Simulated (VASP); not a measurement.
# ZnSe (Stilleite): zone-centre modes, functional by functional

How much do the zone-centre frequencies of ZnSe (Stilleite) depend on the functional? The starting structure is a measured crystal structure from the Crystallography Open Database.

Method: Kohn-Sham DFT with plane waves and PAW; LDA, PBEsol, PBE, PBEsol + D3(BJ), r2SCAN, r2SCAN + rVV10 and AM05, in VASP 6.6.1.

**1. Set-up**

The structure is cubic, space group F-43m (No. 216). The conventional cell has a = 5.668 Å, b = 5.668 Å, c = 5.668 Å, α = 90.00°, β = 90.00°, γ = 90.00°. Nearest to Se lie 4 Zn at 2.45 Å. Nearest to Zn lie 4 Se at 2.45 Å. Farther neighbours and most contacts between anions are not listed.

**2. Modes with LDA**

LDA, the lowest rung, knows the local density alone. The cell comes from a relaxation at this level, not shown (43.30 Å³).

Contents of INCAR:

```
SYSTEM = ZnSe
PREC = Accurate
ENCUT = 450
EDIFF = 1E-08
NELM = 100
ISMEAR = 0
SIGMA = 0.03
LREAL = .FALSE.
ALGO = Normal
GGA = CA
NBANDS = 15
LORBIT = 11
LWAVE = .FALSE.
LCHARG = .FALSE.
KPAR = 8
IBRION = 8
LEPSILON = .TRUE.
LPEAD = .TRUE.
ISIF = 2
```

Contents of POSCAR:

```
ZnSe
1.0
    0.0000000000      2.7871508801      2.7871508801
    2.7871508801      0.0000000000      2.7871508801
    2.7871508801      2.7871508801      0.0000000000
Se Zn
1 1
Direct
    0.7500000000      0.7500000000      0.7500000000
    0.0000000000      0.0000000000      0.0000000000
```

Contents of KPOINTS:

```
Automatic mesh
0
Gamma
10 10 10
0 0 0
```

The projector-augmented-wave data sets are Se and Zn (LDA family, release 64).

The run is started by

```sh
$ mpirun -np 8 vasp_std
```

Output:

```text
[banner, memory and clock lines left out]
running    8 mpi-ranks, on    1 nodes
 distrk:  each k-point on    1 cores,    8 groups
 distr:  one band on    1 cores,    1 groups

 POSCAR found type information on POSCAR SeZn
 POSCAR found :  2 types and       2 ions
|                                                                             |
|           W    W    AA    RRRRR   N    N  II  N    N   GGGG   !!!           |
|           W    W   A  A   R    R  NN   N  II  NN   N  G    G  !!!           |
|           W    W  A    A  R    R  N N  N  II  N N  N  G       !!!           |
|           W WW W  AAAAAA  RRRRR   N  N N  II  N  N N  G  GGG   !            |
|           WW  WW  A    A  R   R   N   NN  II  N   NN  G    G                |
|           W    W  A    A  R    R  N    N  II  N    N   GGGG   !!!           |
|                                                                             |
|     For optimal performance we recommend to set                             |
|       NCORE = 2 up to number-of-cores-per-socket                            |
|     NCORE specifies how many cores store one orbital (NPAR=cpu/NCORE).      |
|     This setting can greatly improve the performance of VASP for DFT.       |
|     The default, NCORE=1 might be grossly inefficient on modern             |
|     multi-core architectures or massively parallel machines. Do your        |
|     Unfortunately you need to use the default for GW and RPA                |
|     calculations (for HF NCORE is supported but not extensively tested      |
|     yet).                                                                   |
|                                                                             |

 LDA part: xc-table for (Slater(with rela. corr.)+CA(PZ))
 , standard interpolation
 POSCAR, INCAR and KPOINTS ok, starting setup
 FFT: planning ... GRIDC
 FFT: planning ... GRID_SOFT
 FFT: planning ... GRID
 WAVECAR not read
 entering main loop
       N       E                     dE             d eps       ncg     rms          rms(c)
DAV:   1     0.814905446759E+02    0.81491E+02   -0.82404E+03  1410   0.125E+03
DAV:   2    -0.257341580685E+01   -0.84064E+02   -0.79968E+02  1571   0.247E+02
DAV:   3    -0.764096441408E+01   -0.50675E+01   -0.50442E+01  1718   0.616E+01
DAV:   4    -0.768353926561E+01   -0.42575E-01   -0.42570E-01  1662   0.606E+00
DAV:   5    -0.768375509420E+01   -0.21583E-03   -0.21583E-03  1837   0.393E-01    0.525E+00
DAV:   6    -0.740356305136E+01    0.28019E+00   -0.59389E-01  2021   0.272E+01    0.397E+00
DAV:   7    -0.737736612609E+01    0.26197E-01   -0.16327E-01  1641   0.411E+00    0.164E+00
DAV:   8    -0.737294147671E+01    0.44246E-02   -0.35913E-03  2121   0.843E-01    0.425E-01
DAV:   9    -0.737238264829E+01    0.55883E-03   -0.95968E-04  1648   0.260E-01    0.589E-02
DAV:  10    -0.737240010277E+01   -0.17454E-04   -0.11765E-04  1800   0.117E-01    0.182E-02
DAV:  11    -0.737239311532E+01    0.69875E-05   -0.15432E-05  2108   0.647E-02    0.448E-03
DAV:  12    -0.737239316413E+01   -0.48811E-07   -0.25154E-06  1690   0.117E-02    0.118E-03
DAV:  13    -0.737239318737E+01   -0.23246E-07   -0.86123E-08  1627   0.253E-03    0.500E-04
DAV:  14    -0.737239318809E+01   -0.71805E-09   -0.68210E-10  1027   0.420E-04
   1 F= -.73723932E+01 E0= -.73723932E+01  d E =-.286566E-17
 Linear response reoptimize wavefunctions to high precision
DAV:   1    -0.737239318724E+01    0.84901E-09   -0.14423E-09  1300   0.721E-04
DAV:   2    -0.737239318728E+01   -0.39790E-10   -0.45670E-10   880   0.154E-04
 Linear response to external field (no local field effect), progress :
  Direction:   1
       N       E                     dE             d eps       ncg     rms          rms(c)
RMM:   1    -0.895523135334E+00   -0.89552E+00   -0.36775E+00  1146   0.381E+00
RMM:   2    -0.956763202296E+00   -0.61240E-01   -0.15121E-02  1263   0.720E-01
RMM:   3    -0.957054106207E+00   -0.29090E-03   -0.57656E-04  1256   0.117E-01
RMM:   4    -0.957055293010E+00   -0.11868E-05   -0.43671E-05  1275   0.244E-02
RMM:   5    -0.957055165108E+00    0.12790E-06   -0.36326E-06  1272   0.681E-03
RMM:   6    -0.957055126508E+00    0.38600E-07   -0.30199E-07   865   0.177E-03
RMM:   7    -0.957055119929E+00    0.65798E-08   -0.31661E-08   363   0.573E-04
 change of polarisation eV/A/(eV/A) component  1 :     1.914     0.936     0.230
 dielectric tensor                  component  1 :     8.999     3.913     0.962
 Linear response to external field (no local field effect), progress :
  Direction:   2
       N       E                     dE             d eps       ncg     rms          rms(c)
RMM:   1    -0.963107208158E+00   -0.96311E+00   -0.40099E+00  1153   0.382E+00
RMM:   2    -0.102705445078E+01   -0.63947E-01   -0.16051E-02  1265   0.727E-01
RMM:   3    -0.102729428498E+01   -0.23983E-03   -0.56933E-04  1254   0.123E-01
RMM:   4    -0.102729372475E+01    0.56023E-06   -0.48268E-05  1277   0.265E-02
RMM:   5    -0.102729355661E+01    0.16814E-06   -0.42370E-06  1269   0.771E-03
RMM:   6    -0.102729350670E+01    0.49908E-07   -0.51382E-07   836   0.215E-03
RMM:   7    -0.102729349555E+01    0.11150E-07   -0.66163E-08   368   0.707E-04
RMM:   8    -0.102729349555E+01    0.18789E-11    0.44412E-09   289   0.229E-04
 change of polarisation eV/A/(eV/A) component  2 :     0.936     2.055    -0.332
[...]
RMM:   3    -0.786322662668E+00    0.39293E-01   -0.27119E-02  8968   0.855E-01    0.736E-01
RMM:   4    -0.798975163116E+00   -0.12653E-01   -0.25847E-02 10774   0.853E-01    0.141E-01
RMM:   5    -0.807014551346E+00   -0.80394E-02   -0.67066E-04  8728   0.160E-01    0.283E-02
RMM:   6    -0.807489567300E+00   -0.47502E-03   -0.52698E-05  9203   0.388E-02    0.141E-02
RMM:   7    -0.807792111516E+00   -0.30254E-03   -0.43010E-06  9149   0.110E-02    0.104E-03
RMM:   8    -0.807808051277E+00   -0.15940E-04   -0.10712E-06  9233   0.210E-03    0.778E-04
RMM:   9    -0.807808203691E+00   -0.15241E-06   -0.43059E-07  9192   0.791E-04    0.737E-05
RMM:  10    -0.807808323406E+00   -0.11971E-06   -0.39146E-07  8241   0.245E-04    0.491E-05
RMM:  11    -0.807808099943E+00    0.22346E-06   -0.79622E-08  6993   0.124E-04    0.724E-06
 change of polarisation eV/A/(eV/A) component  1 :     1.527     0.366     0.205
 dielectric tensor                  component  1 :     7.382     1.531     0.855
 Linear response to external field, progress :
  Direction:   2
       N       E                     dE             d eps       ncg     rms          rms(c)
RMM:   1    -0.769406937712E+00   -0.76941E+00   -0.31065E+00  4119   0.362E+00
RMM:   2    -0.825621627635E+00   -0.56215E-01   -0.14086E-02  4596   0.690E-01    0.138E+00
RMM:   3    -0.786323469499E+00    0.39298E-01   -0.27028E-02  8966   0.855E-01    0.736E-01
RMM:   4    -0.798973175217E+00   -0.12650E-01   -0.25746E-02 10771   0.853E-01    0.141E-01
RMM:   5    -0.807009980929E+00   -0.80368E-02   -0.64078E-04  8722   0.160E-01    0.283E-02
RMM:   6    -0.807489952962E+00   -0.47997E-03   -0.40288E-05  9195   0.390E-02    0.142E-02
RMM:   7    -0.807791717920E+00   -0.30176E-03   -0.55435E-07  9135   0.111E-02    0.104E-03
RMM:   8    -0.807809868955E+00   -0.18151E-04   -0.23030E-07  9223   0.211E-03    0.778E-04
RMM:   9    -0.807808335613E+00    0.15333E-05   -0.16844E-07  9186   0.793E-04    0.750E-05
RMM:  10    -0.807809433843E+00   -0.10982E-05   -0.26983E-07  8250   0.246E-04    0.485E-05
RMM:  11    -0.807809168393E+00    0.26545E-06   -0.78917E-08  6983   0.125E-04    0.753E-06
 change of polarisation eV/A/(eV/A) component  2 :     0.333     1.527     0.172
 dielectric tensor                  component  2 :     1.394     7.382     0.720
 Linear response to external field, progress :
  Direction:   3
       N       E                     dE             d eps       ncg     rms          rms(c)
RMM:   1    -0.769408230650E+00   -0.76941E+00   -0.31065E+00  4119   0.362E+00
RMM:   2    -0.825608171345E+00   -0.56200E-01   -0.14038E-02  4596   0.690E-01    0.138E+00
RMM:   3    -0.786321420513E+00    0.39287E-01   -0.27143E-02  8966   0.855E-01    0.736E-01
RMM:   4    -0.798966520627E+00   -0.12645E-01   -0.25782E-02 10770   0.853E-01    0.141E-01
RMM:   5    -0.807014974051E+00   -0.80485E-02   -0.64429E-04  8723   0.160E-01    0.283E-02
RMM:   6    -0.807487948161E+00   -0.47297E-03   -0.42505E-05  9197   0.387E-02    0.141E-02
RMM:   7    -0.807791573352E+00   -0.30363E-03   -0.98412E-07  9143   0.110E-02    0.104E-03
RMM:   8    -0.807807784096E+00   -0.16211E-04   -0.24572E-07  9232   0.210E-03    0.776E-04
RMM:   9    -0.807809532771E+00   -0.17487E-05   -0.17486E-07  9186   0.790E-04    0.742E-05
RMM:  10    -0.807809251563E+00    0.28121E-06   -0.24502E-07  8251   0.245E-04    0.490E-05
RMM:  11    -0.807808852792E+00    0.39877E-06   -0.57899E-08  6964   0.124E-04    0.730E-06
 change of polarisation eV/A/(eV/A) component  3 :     0.270     0.301     1.527
 dielectric tensor                  component  3 :     1.128     1.258     7.382
 Linear response DOF=           2
 Linear response progress:
  Degree of freedom:   1/  2
       N       E                     dE             d eps       ncg     rms          rms(c)
RMM:   1    -0.824779798866E-01   -0.82478E-01    0.10519E-01 12304   0.176E+00
RMM:   2    -0.819006322205E-01    0.57735E-03   -0.32415E-03  8130   0.501E-01    0.121E-01
RMM:   3    -0.820676608935E-01   -0.16703E-03   -0.17433E-04  9001   0.103E-01    0.663E-02
RMM:   4    -0.823558803035E-01   -0.28822E-03   -0.51074E-05  9126   0.451E-02    0.818E-03
RMM:   5    -0.823608784660E-01   -0.49982E-05   -0.34437E-06  9191   0.874E-03    0.391E-03
RMM:   6    -0.823519485817E-01    0.89299E-05   -0.48693E-07  9130   0.228E-03    0.167E-03
RMM:   7    -0.823478110151E-01    0.41376E-05    0.59181E-09  9212   0.888E-04    0.316E-04
RMM:   8    -0.823497804289E-01   -0.19694E-05   -0.10846E-08  9492   0.316E-04    0.435E-05
RMM:   9    -0.823499356497E-01   -0.15522E-06   -0.83745E-09  9511   0.128E-04    0.122E-05
RMM:  10    -0.823498567133E-01    0.78936E-07   -0.62207E-10  9636   0.648E-05    0.409E-06
RMM:  11    -0.823498696818E-01   -0.12968E-07   -0.33779E-09  8666   0.517E-05    0.198E-06
RMM:  12    -0.823498357103E-01    0.33971E-07   -0.54202E-09  5705   0.475E-05    0.223E-07
RMM:  13    -0.823498492302E-01   -0.13520E-07    0.74890E-09  4184   0.464E-05    0.877E-08
 first order change of Fermi-energy   0.31769E-03
 force on displaced ion       1 direction 1 :  -6.291  -0.000  -0.000
 Born effective charge ion    1 direction 1 :  -1.973   0.000   0.000
 Linear response progress:
  Degree of freedom:   2/  2
       N       E                     dE             d eps       ncg     rms          rms(c)
RMM:   1    -0.212879056583E+00   -0.21288E+00   -0.88822E-03  7185   0.206E+00
RMM:   2    -0.211072371868E+00    0.18067E-02   -0.24980E-03  8176   0.383E-01    0.893E-02
RMM:   3    -0.210835429694E+00    0.23694E-03   -0.41153E-05  9206   0.473E-02    0.536E-02
RMM:   4    -0.210544904948E+00    0.29052E-03   -0.18224E-05  9554   0.284E-02    0.275E-03
RMM:   5    -0.210563050863E+00   -0.18146E-04   -0.11171E-06  9811   0.550E-03    0.713E-04
RMM:   6    -0.210560843147E+00    0.22077E-05    0.17850E-07  9978   0.107E-03    0.330E-04
RMM:   7    -0.210560536169E+00    0.30698E-06    0.29357E-08  9816   0.376E-04    0.363E-05
RMM:   8    -0.210560209573E+00    0.32660E-06    0.61207E-08  9854   0.172E-04    0.113E-05
RMM:   9    -0.210560256073E+00   -0.46500E-07    0.34170E-10 10187   0.108E-04    0.439E-06
RMM:  10    -0.210560253593E+00    0.24804E-08    0.93821E-09  9212   0.866E-05    0.186E-06
 first order change of Fermi-energy  -0.47270E-04
 force on displaced ion       2 direction 1 :  -6.247  -0.000  -0.000
 Born effective charge ion    2 direction 1 :   1.971   0.000   0.000
 Born effective charges drift removed
 Linear response finished
```

The job ended after 2.1 min (8 MPI ranks of AMD EPYC 7R43, shared host; peak memory 3 GiB).

Lines that name or quote the potential files are left out of all logs, and their timing lines are given in words.

From OUTCAR (step 2):

```text
ion  position               nearest neighbor table
   1  0.750  0.750  0.750-   2 2.41   2 2.41   2 2.41   2 2.41
   2  0.000  0.000  0.000-   1 2.41   1 2.41   1 2.41   1 2.41

  LATTYP: Found a face centered cubic cell.
 ALAT       =     5.5743017602

 Subroutine GETGRP returns: Found 24 space group operations
 (whereof 24 operations were pure point group operations)

The static configuration has the point symmetry T_d .

 Found     47 irreducible k-points:

   k-points           NKPTS =     47   k-points in BZ     NKDIM =     47   number of bands    NBANDS=     15

   dimension x,y,z NGX =    28 NGY =   28 NGZ =   28
   dimension x,y,z NGXF=    56 NGYF=   56 NGZF=   56

   ENCUT  =  450.0 eV  33.07 Ry    5.75 a.u.   6.82  6.82  6.82*2*pi/ulx,y,z

   NELECT =      18.0000    total number of electrons

 k-points in reciprocal lattice and weights: Automatic mesh
   0.00000000  0.00000000  0.00000000       0.001
   0.10000000  0.00000000  0.00000000       0.008
   0.20000000  0.00000000  0.00000000       0.008
   0.30000000  0.00000000  0.00000000       0.008
   0.40000000  0.00000000  0.00000000       0.008
   0.50000000  0.00000000  0.00000000       0.004
   0.10000000  0.10000000  0.00000000       0.006
   0.20000000  0.10000000  0.00000000       0.024
   0.30000000  0.10000000  0.00000000       0.024
[...]
-0.30000000  0.40000000  0.20000000       0.024
  -0.30000000  0.50000000  0.20000000       0.012

 average (electrostatic) potential at core
       1 -61.8339       2 -37.8816

  Total        0.0051089      0.0051089      0.0051089     -0.0000000      0.0000000      0.0000000
  in kB        0.1890266      0.1890266      0.1890266     -0.0000000      0.0000000      0.0000000
  external PRESSURE =       0.1890266 kB  Pullay stress =       0.0000000 kB

  energy-cutoff  :      450.00
  volume of cell :       43.30
      direct lattice vectors                 reciprocal lattice vectors
     0.000000000  2.787150880  2.787150880    -0.179394666  0.179394666  0.179394666
     2.787150880  0.000000000  2.787150880     0.179394666 -0.179394666  0.179394666
     2.787150880  2.787150880  0.000000000     0.179394666  0.179394666 -0.179394666

 POSITION                                       TOTAL-FORCE (eV/Angst)
 -----------------------------------------------------------------------------------
      4.18073      4.18073      4.18073         0.000000      0.000000     -0.000000
      0.00000      0.00000      0.00000        -0.000000     -0.000000      0.000000
 -----------------------------------------------------------------------------------
    total drift:                               -0.000001     -0.000001     -0.000001

 MACROSCOPIC STATIC DIELECTRIC TENSOR (including local field effects in DFT)
 ------------------------------------------------------
           7.381855     0.000000     0.000000
          -0.000000     7.381855     0.000000
           0.000000     0.000000     7.381855
 ------------------------------------------------------

 PIEZOELECTRIC TENSOR (including local field effects)  for field in x, y, z        (C/m^2)
          XX          YY          ZZ          XY          YZ          ZX
  --------------------------------------------------------------------------------
  x     0.00000     0.00000     0.00000     0.00000     0.68475     0.00000
  y    -0.00000     0.00000     0.00000     0.00000     0.00000     0.68475
  z     0.00000    -0.00000     0.00000     0.68475     0.00000     0.00000

 BORN EFFECTIVE CHARGES (including local field effects) (in |e|, cummulative output)
 ---------------------------------------------------------------------------------
 ion    1
    1    -1.97264     0.00000    -0.00000
    2    -0.00000    -1.97264     0.00000
    3     0.00000     0.00000    -1.97264
 ion    2
    1     1.97264     0.00000     0.00000
    2     0.00000     1.97264    -0.00000
    3     0.00000     0.00000     1.97264

 Eigenvectors and eigenvalues of the dynamical matrix
 ----------------------------------------------------

   1 f  =    6.543921 THz    41.116666 2PiTHz  218.281695 cm-1    27.063469 meV
             X         Y         Z           dx          dy          dz
      4.180726  4.180726  4.180726    -0.005919    0.149408   -0.657553
      0.000000  0.000000  0.000000     0.006482   -0.163606    0.720040

   2 f  =    6.543921 THz    41.116666 2PiTHz  218.281695 cm-1    27.063469 meV
             X         Y         Z           dx          dy          dz
      4.180726  4.180726  4.180726    -0.612643    0.273537    0.067668
      0.000000  0.000000  0.000000     0.670863   -0.299532   -0.074098

   3 f  =    6.543921 THz    41.116666 2PiTHz  218.281695 cm-1    27.063469 meV
             X         Y         Z           dx          dy          dz
      4.180726  4.180726  4.180726     0.281721    0.597987    0.133338
      0.000000  0.000000  0.000000    -0.308493   -0.654813   -0.146009

   4 f/i=    0.011418 THz     0.071742 2PiTHz    0.380869 cm-1     0.047222 meV
             X         Y         Z           dx          dy          dz
      4.180726  4.180726  4.180726    -0.602153   -0.298749   -0.305658
      0.000000  0.000000  0.000000    -0.549897   -0.272823   -0.279132

   5 f/i=    0.011418 THz     0.071742 2PiTHz    0.380869 cm-1     0.047222 meV
             X         Y         Z           dx          dy          dz
      4.180726  4.180726  4.180726     0.334234    0.000000   -0.658448
      0.000000  0.000000  0.000000     0.305228    0.000000   -0.601307

   6 f/i=    0.011418 THz     0.071742 2PiTHz    0.380869 cm-1     0.047222 meV
             X         Y         Z           dx          dy          dz
      4.180726  4.180726  4.180726     0.266394   -0.675289    0.135223
      0.000000  0.000000  0.000000     0.243275   -0.616686    0.123488

 MACROSCOPIC STATIC DIELECTRIC TENSOR IONIC CONTRIBUTION
 ------------------------------------------------------
           2.593761     0.000000    -0.000000
           0.000000     2.593761    -0.000000
          -0.000000    -0.000000     2.593761
 ------------------------------------------------------

 ELASTIC MODULI CONTR FROM IONIC RELAXATION (kBar)
 Direction    XX          YY          ZZ          XY          YZ          ZX
 --------------------------------------------------------------------------------
 XX          -0.0000      0.0000      0.0000     -0.0000      0.0000      0.0000
 YY           0.0000     -0.0000     -0.0000     -0.0000     -0.0000      0.0000
 ZZ           0.0000     -0.0000     -0.0000      0.0000     -0.0000      0.0000
 XY          -0.0000     -0.0000      0.0000   -223.0666      0.0000      0.0000
 YZ           0.0000     -0.0000     -0.0000      0.0000   -223.0666     -0.0000
 ZX           0.0000      0.0000      0.0000      0.0000     -0.0000   -223.0666
 --------------------------------------------------------------------------------

 PIEZOELECTRIC TENSOR IONIC CONTR  for field in x, y, z        (C/m^2)
          XX          YY          ZZ          XY          YZ          ZX
  --------------------------------------------------------------------------------
  x     0.00000    -0.00000    -0.00000     0.00000    -0.71574    -0.00000
  y     0.00000     0.00000     0.00000     0.00000    -0.00000    -0.71574
  z    -0.00000    -0.00000     0.00000    -0.71574     0.00000     0.00000
```

Energies printed during the response cycles are not total energies of the cell.

LDA: the zone-centre mode is T2 218.3 cm⁻¹.

(Continued in part 2 of 3.)

[Lines on the potential files, build, host, timing and source positions are cut from VASP's logs without a mark.]

[Logs are printed without paths, hosts, clocks, repeated set-up lines and the standing remarks that a program may print on its own settings, such as how far it seeks lower states.]

[Hosts, paths, dates, database ids (printed as entryN), source tags and the programs' standing remarks are cut or masked in the printed files.]
